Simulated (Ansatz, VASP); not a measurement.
**One calculation of KF (Carobbiite), two programs**

File POSCAR:

```
KF
1.0
    0.0000000000      2.6320966904      2.6320966904
    2.6320966904      0.0000000000      2.6320966904
    2.6320966904      2.6320966904      0.0000000000
K F
1 1
Direct
    0.0000000000      0.0000000000      0.0000000000
    0.5000000000      0.5000000000      0.5000000000
```

INCAR.step1

```
SYSTEM = KF
PREC     = Accurate       ! precision mode
ENCUT    = 520            ! plane-wave cutoff, eV
ISMEAR   = 0              ! smearing method
SIGMA    = 0.01           ! smearing width, eV
LREAL    = .FALSE.        ! projectors in reciprocal space
LASPH    = .TRUE.         ! aspherical terms in the spheres
NELM     = 100            ! most SCF steps
NBANDS   = 15             ! bands
GGA      = PE             ! functional
ALGO     = Normal         ! electronic algorithm
EDIFF    = 1E-4           ! SCF threshold, eV
LWAVE    = .TRUE.         ! write WAVECAR
LCHARG   = .FALSE.        ! write CHGCAR
```

Contents of INCAR.step2:

```
SYSTEM = KF
PREC     = Accurate       ! precision mode
ENCUT    = 520            ! plane-wave cutoff, eV
EDIFF    = 1E-7           ! SCF threshold, eV
ISMEAR   = 0              ! smearing method
SIGMA    = 0.01           ! smearing width, eV
LREAL    = .FALSE.        ! projectors in reciprocal space
LASPH    = .TRUE.         ! aspherical terms in the spheres
NELM     = 100            ! most SCF steps
ALGO     = Normal         ! electronic algorithm
ISIF     = 2              ! what is computed and relaxed
LWAVE    = .FALSE.        ! write WAVECAR
LCHARG   = .TRUE.         ! write CHGCAR
METAGGA  = R2SCAN         ! meta-GGA
LMIXTAU  = .TRUE.       
LELF     = .TRUE.         ! ELF
LVHAR    = .TRUE.       
NBANDS   = 15             ! bands
ISTART   = 1
```

KPOINTS

```
Automatic mesh
0
G
  8 8 8
  0 0 0
```

Input for Ansatz:

```yaml
crystal:
  lattice:
    - [0.0, 2.6320966904, 2.6320966904]
    - [2.6320966904, 0.0, 2.6320966904]
    - [2.6320966904, 2.6320966904, 0.0]
  atoms:
    - { symbol: K, position: [0.0, 0.0, 0.0] }
    - { symbol: F, position: [0.5, 0.5, 0.5] }
kpoints:
  mp_grid: { grid: [8, 8, 8] }
hamiltonian:
  xc: r2scan
scf:
  occupations: { method: fixed }
  n_extra_bands: 4
output:
  forces: true
  stress: true
  eigenvalues: true
```

Alike in both runs: task single point; functional r2SCAN; k mesh 8 × 8 × 8; no spin polarisation.

|  | VASP | Ansatz |
| --- | --- | --- |
| version | VASP 6.6.1 | Ansatz 0.2.0 |
| potentials or method | VASP PAW PBE potentials, release 64 (K_sv, F) | plane waves, PAW |
| plane-wave cutoff (eV) | 520 | 500 |
| occupations | gaussian, width 0.01 eV | fixed |
| valence electrons in the cell | 16 | 16 |

```tsv
	VASP	Ansatz	Ansatz less VASP
gap on the k mesh at the Fermi level (eV)	7.08	7.08	0.000
pressure (GPa)	1.2	1.2	+0.02
```

Caveats: the PAW data sets were made with another functional, which shifts forces and pressure a little (VASP). r2SCAN opens gaps a little over a GGA but as a rule still falls short of measured ones. A k mesh can miss the band edges.
